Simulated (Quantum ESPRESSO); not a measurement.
## CdTe under changes of volume

One of the cells (32.922 Å³/atom); the others are scaled copies at fixed shape and fractional positions:

```
Te Cd
1.0
     0.00000    3.20500    3.20500
     3.20500    0.00000    3.20500
     3.20500    3.20500    0.00000
Te Cd
1 1
Direct
  0.75000 0.75000 0.75000
  0.00000 0.00000 0.00000
```

```yaml
Program: Quantum ESPRESSO 7.5
Functional: r2SCAN
Potentials_or_basis: SG15 PBE 1.2
Cutoff: 952 eV
Density_cutoff: 3810 eV
k_mesh: 4 × 4 × 4
Occupations: fermi-dirac, width 0.05 eV
Spin: no spin polarisation
```

| volume (Å³/atom) | energy over the lowest point (meV/atom) | pressure (GPa) | gap on the mesh (eV) |
| --- | --- | --- | --- |
| 30.947 | ? | ? | ? |
| 31.605 | 53.16 | 5.4 | 1.27 |
| 32.263 | 33.60 | 4.1 | 1.21 |
| 32.922 | 18.98 | 3.0 | 1.14 |
| 33.580 | 8.79 | 2.0 | 1.08 |
| 34.239 | 2.59 | 1.0 | 1.02 |
| 34.897 | 0.00 | 0.2 | 0.96 |

**Question.** What does the run at 30.947 Å³/atom give?

**Answer.** Energy over the lowest point 78.20 meV/atom; pressure 6.8 GPa; gap on the mesh 1.34 eV.

Worked out: A Birch-Murnaghan fit of order 3 (a polynomial in V^(-2/3)) to the other rows has its minimum at 35.09 Å³/atom, just outside them, with B0 = V·E''(V) = 41 GPa and B' = 4.6. It gives 78.19 meV/atom at 30.947 Å³/atom, against the run's 78.20, and -dE/dV = 6.8 GPa, against 6.8. A straight line through the other rows of the gap, of slope -3.14 eV per unit of ln V (its deformation potential), extrapolates to 1.34 eV, against the run's 1.34.

Energies are extrapolated to zero smearing.

Caveats: some runs use coarse meshes; the potentials were made for another functional, which shifts forces and pressure; spin-orbit coupling is left out, which moves the levels of the heavy elements.
